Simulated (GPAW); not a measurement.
## 2H-WS2 monolayer: simulated STM images

Aim: Tersoff-Hamann images of 2H-WS2 monolayer at several biases.

Main program and level: GPAW 26.7.0; GPAW, PAW setups; layer in a repeated cell with vacuum, relaxation of atoms and in-plane cell, in the first sound run; inputs show where later runs differ.

## (1) Starting point

The cell holds 3 atoms: 2 S and 1 W. Its edges and angles: a = 3.180 Å, b = 3.180 Å, c = 17.476 Å, α = 90.0°, β = 90.0°, γ = 120.0°. Vacuum lies along c.

## (2) Relaxing the atoms

The atoms are relaxed first, since the surface dipole, and with it the work function, follows the positions of the outer layers.

run.py reads:

```python
import json
import numpy as np
from ase import Atoms
from ase.filters import FrechetCellFilter
from ase.optimize import BFGS
from gpaw import GPAW, PW

slab = Atoms(
    ['S', 'W', 'S'],
    positions=[
        [-0.00000, 1.83597, 7.00000],
        [0.00000, 0.00000, 8.73781],
        [-0.00000, 1.83597, 10.47562]],
    cell=[[3.18, 0.0, 0.0], [-1.59, 2.75396, 0.0], [0.0, 0.0, 17.4756]],
    pbc=[True, True, True])

slab.calc = GPAW(mode=PW(600), xc='PBE', kpts={'size': (12, 12, 1), 'gamma': True},
                 occupations={'name': 'fermi-dirac', 'width': 0.05}, nbands='160%',
                 convergence={'density': 1e-05}, maxiter=200,
                 symmetry={'tolerance': 1e-3}, txt='slab.txt')
result = {}
# The in-plane cell is free; stress needs a cell that repeats along all three vectors
path = []
opt = BFGS(FrechetCellFilter(slab, mask=[1, 1, 0, 0, 0, 1]), maxstep=0.2)
opt.attach(lambda: path.append((slab.get_potential_energy(), slab.positions.tolist(), slab.get_forces().tolist())))
result['relaxed'] = bool(opt.run(fmax=0.02, steps=45))
result['path'] = path
result['cell'] = slab.cell.tolist()
print('in-plane lattice', slab.cell.cellpar().round(4)[[0, 1, 5]])
energy = slab.get_potential_energy()
fermi = slab.calc.get_fermi_level()
v = slab.calc.get_electrostatic_potential().mean((0, 1)) - fermi
n = slab.calc.get_pseudo_density().mean((0, 1))
L = slab.cell[2, 2]
z = np.arange(len(v)) * L / len(v)
low, high = slab.positions[:, 2].min(), slab.positions[:, 2].max()
below, above = np.interp([low - 4.8, high + 4.8], z, v)
slopes = [np.interp(x, z, np.gradient(v, z)) for x in (low - 4.8, high + 4.8)]
eps = np.array([[slab.calc.get_eigenvalues(k, s) for k in range(len(slab.calc.get_ibz_k_points()))]
                for s in range(slab.calc.get_number_of_spins())]) - fermi
top, bottom = eps[eps < 0].max(), eps[eps > 0].min()
dipole = slab.get_dipole_moment()[2]
print(f'energy {energy:.4f} eV, Fermi level {fermi:.4f} eV, dipole {dipole:.5f} e A')
print(f'potential 4.8 A off the faces, from the Fermi level: lower {below:.4f} eV, upper {above:.4f} eV')
print(f'slope of the potential there: lower {slopes[0]:.5f}, upper {slopes[1]:.5f} eV/A')
print(f'nearest levels on the mesh: {top:.4f} and {bottom:.4f} eV')
print('magnetic moment', round(slab.get_magnetic_moment(), 3))
result.update(energy=energy, fermi=fermi, dipole=dipole, below=below, above=above, slopes=slopes, edges=[top, bottom],
              z=z.tolist(), v=v.tolist(), n=n.tolist(), positions=slab.positions.tolist(),
              forces=slab.get_forces(apply_constraint=False).tolist(), moments=slab.get_magnetic_moments().tolist())
json.dump(result, open('result.json', 'w'))
```

The run is started by

```
> OMP_NUM_THREADS=1 OPENBLAS_NUM_THREADS=1 python run.py
```

Log:

```text
Step          Energy          fmax
BFGS:    0      -21.812691        2.571880
BFGS:    1      -21.999147        2.036531
BFGS:    2      -22.221827        0.778637
BFGS:    3      -22.245970        0.347560
BFGS:    4      -22.251273        0.305124
BFGS:    5      -22.265211        0.014009
in-plane lattice [  3.1853   3.1853 120.    ]
energy -22.2652 eV, Fermi level 0.0266 eV, dipole 0.00022 e A
potential 4.8 A off the faces, from the Fermi level: lower 4.7987 eV, upper 4.7976 eV
slope of the potential there: lower 0.00016, upper 0.00032 eV/A
nearest levels on the mesh: -0.9235 and 0.8929 eV
magnetic moment 0.0
```

Elapsed: 3.6 min, on 1 thread of Intel Xeon Platinum 8259CL at 2.50GHz (Skylake/Cascade Lake), shared host; peak memory 0.33 GiB.

Numbers from this step:

* dipole along the normal: 2.24e-4 e·Å
* levels nearest the Fermi level on the mesh: -0.9235, 0.8929 eV from the Fermi level

The electrostatic potential energy of an electron (without an applied field's), less the Fermi level, planar mean by z:

z (Å), electrostatic potential energy of an electron (without an applied field's), less the Fermi level, planar mean (eV) and a bar from the least value:
```
        0        4.8 ##############################
        1        4.8 ##############################
        2        4.8 ##############################
        3        4.8 ##############################
        4        4.8 ##############################
        5        4.7 ##############################
        6        3.5 ############################
        7      -16.5 #####
        8       -8.2 ###############
        9      -20.4 
       10      -13.0 #########
       11       -0.9 #######################
       12        4.5 ##############################
       13        4.8 ##############################
       14        4.8 ##############################
       15        4.8 ##############################
       16        4.8 ##############################
       17        4.8 ##############################
```

Table of pseudo valence density, planar mean by z:

z (Å), pseudo valence density, planar mean (e/Å³) and a bar:
```
        4       0.00 
        5       0.00 
        6       0.07 ##
        7       0.40 ###########
        8       0.53 ##############
        9       1.14 ##############################
       10       0.51 #############
       11       0.26 #######
       12       0.01 
       13       0.00 
       14       0.00
```

The relaxation lowered the energy of the cell by 0.453 eV (energies extrapolated to zero smearing; the optimiser's log prints free energies). The largest force left on a free atom is 0.011 eV/Å.

## (3) The slab's potential

The work function is the vacuum plateau of the electrostatic potential less the Fermi level; a dipole layer lets the two faces have plateaus of their own.

This step: GPAW, PAW setups; slab in vacuum (GPAW 26.7.0).

The cell differs from the one that the last finished run ended in (c 17.476 → 17.144 Å).

run.py reads:

```python
import json
import numpy as np
from ase import Atoms
from ase.dft.stm import STM
from gpaw import GPAW, PW

slab = Atoms(
    ['S', 'W', 'S'],
    positions=[
        [-0.00000, 1.83906, 7.00000],
        [0.00000, 0.00000, 8.57214],
        [-0.00000, 1.83906, 10.14428]],
    cell=[[3.18534, -0.0, 0.0], [-1.59267, 2.75859, 0.0], [0.0, 0.0, 17.1443]],
    pbc=[True, True, False])

slab.calc = GPAW(mode=PW(400), xc='PBE', kpts={'size': (12, 12, 1), 'gamma': True},
                 occupations={'name': 'fermi-dirac', 'width': 0.05}, nbands='160%',
                 convergence={'density': 1e-05}, maxiter=200,
                 poissonsolver={'dipolelayer': 'xy'},
                 symmetry={'tolerance': 1e-3}, txt='slab.txt')
result = {}
energy = slab.get_potential_energy()
fermi = slab.calc.get_fermi_level()
v = slab.calc.get_electrostatic_potential().mean((0, 1)) - fermi
n = slab.calc.get_pseudo_density().mean((0, 1))
L = slab.cell[2, 2]
z = np.arange(len(v)) * L / len(v)
low, high = slab.positions[:, 2].min(), slab.positions[:, 2].max()
below, above = np.interp([low - 4.8, high + 4.8], z, v)
slopes = [np.interp(x, z, np.gradient(v, z)) for x in (low - 4.8, high + 4.8)]
eps = np.array([[slab.calc.get_eigenvalues(k, s) for k in range(len(slab.calc.get_ibz_k_points()))]
                for s in range(slab.calc.get_number_of_spins())]) - fermi
top, bottom = eps[eps < 0].max(), eps[eps > 0].min()
dipole = slab.get_dipole_moment()[2]
print(f'energy {energy:.4f} eV, Fermi level {fermi:.4f} eV, dipole {dipole:.5f} e A')
print(f'potential 4.8 A off the faces, from the Fermi level: lower {below:.4f} eV, upper {above:.4f} eV')
print(f'slope of the potential there: lower {slopes[0]:.5f}, upper {slopes[1]:.5f} eV/A')
print(f'nearest levels on the mesh: {top:.4f} and {bottom:.4f} eV')
print('magnetic moment', round(slab.get_magnetic_moment(), 3))
result.update(energy=energy, fermi=fermi, dipole=dipole, below=below, above=above, slopes=slopes, edges=[top, bottom],
              z=z.tolist(), v=v.tolist(), n=n.tolist(), positions=slab.positions.tolist(),
              forces=slab.get_forces(apply_constraint=False).tolist(), moments=slab.get_magnetic_moments().tolist())

# Images need the states of the whole zone, up to time reversal
slab.calc = slab.calc.fixed_density(symmetry={'point_group': False}, txt='states.txt', nbands='250%',
                                    convergence={'bands': 'CBM+1.8'})
stm = STM(slab)
result['stm'] = []
for bias in [-2.0, -1.0, 1.5]:
    height = high + 3.5
    current = stm.get_averaged_current(bias, height)
    x, y, h = stm.scan(bias, current)
    i, f = divmod(height / L * stm.ldos.shape[2], 1)
    I = abs((1 - f) * stm.ldos[:, :, int(i)] + f * stm.ldos[:, :, int(i) + 1])
    print(f'bias {bias} V: mean current at 3.5 A {current:.4e}, corrugation {np.ptp(h):.4f} A')
    result['stm'].append(dict(bias=bias, current=current, h=(h - high).tolist(), I=I.tolist()))
json.dump(result, open('result.json', 'w'))
```

Log:

```text
energy -22.2302 eV, Fermi level 0.1180 eV, dipole -0.00019 e A
potential 4.8 A off the faces, from the Fermi level: lower 4.7985 eV, upper 4.8026 eV
slope of the potential there: lower -0.00010, upper 0.00010 eV/A
nearest levels on the mesh: -0.9228 and 0.8938 eV
magnetic moment 0.0
bias -2.0 V: mean current at 3.5 A 7.9538e-06, corrugation 0.1713 A
bias -1.0 V: mean current at 3.5 A 5.9850e-07, corrugation 0.0752 A
bias 1.5 V: mean current at 3.5 A 3.6234e-05, corrugation 0.0330 A
```

The job ended after 75 s (1 thread; peak memory 0.35 GiB).

Numbers from this step:

```yaml
dipole_along_the_normal: -1.89e-4 e·Å
levels_nearest_the_fermi_level_on_the_mesh: -0.9228, 0.8938 eV from the Fermi level
upper_work_function: 4.803 eV
lower_work_function: 4.798 eV
corrugation_minus_2: 0.1713 Å
corrugation_minus_1: 0.07524 Å
corrugation_1p5: 0.03304 Å
upper_ionisation_energy: 5.725 eV
```

Table of electrostatic potential energy of an electron (without an applied field's), less the Fermi level, planar mean by z:

z (Å), electrostatic potential energy of an electron (without an applied field's), less the Fermi level, planar mean (eV) and a bar from the least value:
```
      0.0        4.8 ##############################
      0.5        4.8 ##############################
      1.0        4.8 ##############################
      1.5        4.8 ##############################
      2.0        4.8 ##############################
      2.5        4.8 ##############################
      3.0        4.8 ##############################
      3.5        4.8 ##############################
      4.0        4.8 ##############################
      4.5        4.8 ##############################
      5.0        4.7 ##############################
      5.5        4.3 ##############################
      6.0        2.6 ############################
      6.5       -5.2 ####################
      7.0      -19.3 #####
      7.5       -8.5 ################
      8.0      -11.4 #############
      8.5      -23.9 
      9.0      -15.4 #########
      9.5       -7.2 #################
     10.0      -17.7 #######
     10.5       -9.7 ###############
     11.0        1.3 ##########################
     11.5        4.1 #############################
     12.0        4.7 ##############################
     12.5        4.8 ##############################
     13.0        4.8 ##############################
     13.5        4.8 ##############################
     14.0        4.8 ##############################
     14.5        4.8 ##############################
     15.0        4.8 ##############################
     15.5        4.8 ##############################
     16.0        4.8 ##############################
     16.5        4.8 ##############################
     17.0        4.8 ##############################
```

Table of pseudo valence density, planar mean by z:

z (Å), pseudo valence density, planar mean (e/Å³) and a bar from the least value:
```
     0.00       0.00 
     0.43       0.00 
     0.86       0.00 
     1.29       0.00 
     1.93       0.00 
     2.36       0.00 
     2.79       0.00 
     3.21       0.00 
     3.64       0.00 
     4.07       0.00 
     4.50       0.00 
     4.93       0.00 
     5.57       0.03 #
     6.00       0.12 ###
     6.43       0.32 ########
     6.86       0.40 ##########
     7.29       0.51 ############
     7.71       0.51 ############
     8.14       0.81 ###################
     8.79       1.25 ##############################
     9.22       0.56 #############
     9.64       0.52 ############
    10.07       0.42 ##########
    10.50       0.41 ##########
    10.93       0.21 #####
    11.36       0.06 #
    12.00       0.01 
    12.43       0.00 
    12.86       0.00 
    13.29       0.00 
    13.72       0.00 
    14.14       0.00 
    14.57       0.00 
    15.00       0.00 
    15.64       0.00 
    16.07       0.00 
    16.50       0.00 
    16.93       0.00
```

Tip height over the top atom over a1 and a2. Sample bias -2 V, constant current at the mean current 3.5 Å over the top atom.

Ten even steps from '0' (3.40 Å) to '9' (3.57 Å):
```
013467787764310
134678888764311
346789998764322
467899998764333
578999998754444
678999987654445
688999886554455
678888765544455
677777655444455
566665554444455
444444444444444
333334444444443
111234455554432
001234555554321
001345666654310
```
Columns: a1 from 0 to 0.933; rows upwards: a2 from 0 to 0.933.

Local density of states summed over the bias window over a1 and a2. Sample bias -2 V, constant height 3.5 Å over the top atom.

Ten even steps from '_' (0.64 × 1e-5 arbitrary) to '@' (1.00 × 1e-5 arbitrary):
```
____..::==++******++==::..____
__..--==**##%%%%##**==--..____
..::==**##%%@@%%##**==::......
--==**##@@@@@@@@##**==--::..::
==++##%%@@@@@@%%##++==--::::--
++**%%@@@@@@@@%%**++----------
++**%%%%@@%%%%**++==--------==
++**########**++==----------==
++++******++++==------------==
============------------------
--::--::----------------------
........::::--------------::::
______....::------------::....
______..::----======----::..__
______..--==++++++++==--..____
```
Columns: a1 from 0 to 0.933; rows upwards: a2 from 0 to 0.933.

Tip height over the top atom over a1 and a2. Sample bias -1 V, constant current at the mean current 3.5 Å over the top atom.

Ten even steps from '0' (3.456 Å) to '9' (3.531 Å):
```
122467787764221
223578998753222
345899999854322
467999999764323
578999998755445
679999997655555
689999986555555
678998765554555
677877655544555
565565555454555
443445554444555
322334555555543
222224555555422
112235555555322
012345666654321
```
Columns: a1 from 0 to 0.933; rows upwards: a2 from 0 to 0.933.

Local density of states summed over the bias window over a1 and a2. Sample bias -1 V, constant height 3.5 Å over the top atom.

Ten even steps from '0' (5.45 × 1e-7 arbitrary) to '9' (6.52 × 1e-7 arbitrary):
```
011356777653110
112578998752111
235789998753211
357899998753212
568999998654334
579999997544444
579999975444444
578888755444445
567776544444444
555555444444444
332334444444444
211223444444432
111113444444311
001124445444211
001235555553210
```
Columns: a1 from 0 to 0.933; rows upwards: a2 from 0 to 0.933.

Tip height over the top atom over a1 and a2. Sample bias 1.5 V, constant current at the mean current 3.5 Å over the top atom.

Ten even steps from '0' (3.479 Å) to '9' (3.512 Å):
```
002367777763200
123578998753211
335799999753322
467999999764333
678999998765555
779999997766666
779999977777777
778998777777777
777777777888877
665566677888776
433345677887765
322335677877653
101235677776532
001235677765321
001346777764310
```
Columns: a1 from 0 to 0.933; rows upwards: a2 from 0 to 0.933.

Local density of states summed over the bias window over a1 and a2. Sample bias 1.5 V, constant height 3.5 Å over the top atom.

Ten even steps from '0' (3.46 × 1e-5 arbitrary) to '9' (3.72 × 1e-5 arbitrary):
```
002367777763200
123578998753211
235789998753222
467899998764333
678999998765555
779999997766666
779999977777777
778888777777777
777777777888877
665566677888776
433345677887765
222235677877653
101235677776532
001235677765321
001246777764210
```
Columns: a1 from 0 to 0.933; rows upwards: a2 from 0 to 0.933.

The layer is gapped, so the Fermi level lies somewhere inside the gap, set by smearing and numerics, and these work functions are no property of the material; the band edges below the vacuum level are. The potential is flat to 1.0e-4 eV/Å where it is read, so the vacuum is wide enough.

## (4) Summary of results

```json
{
  "work function, both faces (Fermi level placed in the gap by the smearing)": "4.80 eV",
  "ionisation energy from the upper face (highest filled level on the mesh)": "5.73 eV",
  "electron affinity from the upper face (lowest empty Kohn-Sham level on the mesh)": "3.91 eV",
  "dipole along the normal": "-1.9e-4 e Å",
  "corrugation at -2 V": "0.171 Å",
  "corrugation at -1 V": "0.0752 Å",
  "corrugation at 1.5 V": "0.0330 Å"
}
```

**Reading.** The corrugation at constant current is largest at -2 V, where the tip height varies by 0.17 Å over the cell. Negative sample bias images filled states, positive bias empty ones. The levels nearest the Fermi level on the mesh lie 1.82 eV apart, so the slab is gapped there: the smearing puts the Fermi level inside the gap, and from either face the ionisation energy is the work function plus 0.92 eV. Both are Kohn-Sham levels on the mesh, and semilocal gaps are too small, so the affinity tends to come out too large and the ionisation energy too small. The images are of Tersoff-Hamann type: an s-wave tip, no tip-sample forces, heights closer than in a microscope. With elements this heavy, spin-orbit coupling can move band edges by tenths of an eV. Biases count from a Fermi level whose place in the gap is arbitrary, so only their reach past the band edges has a meaning. The layer's cell and atoms come from the relaxation; spin-orbit coupling and temperature are left out.

[Logs are printed without paths, hosts, clocks, repeated set-up lines and the standing remarks that a program may print on its own settings, such as how far it seeks lower states.]

[Hosts, paths, dates, database ids (printed as entryN), source tags and the programs' standing remarks are cut or masked in the printed files.]
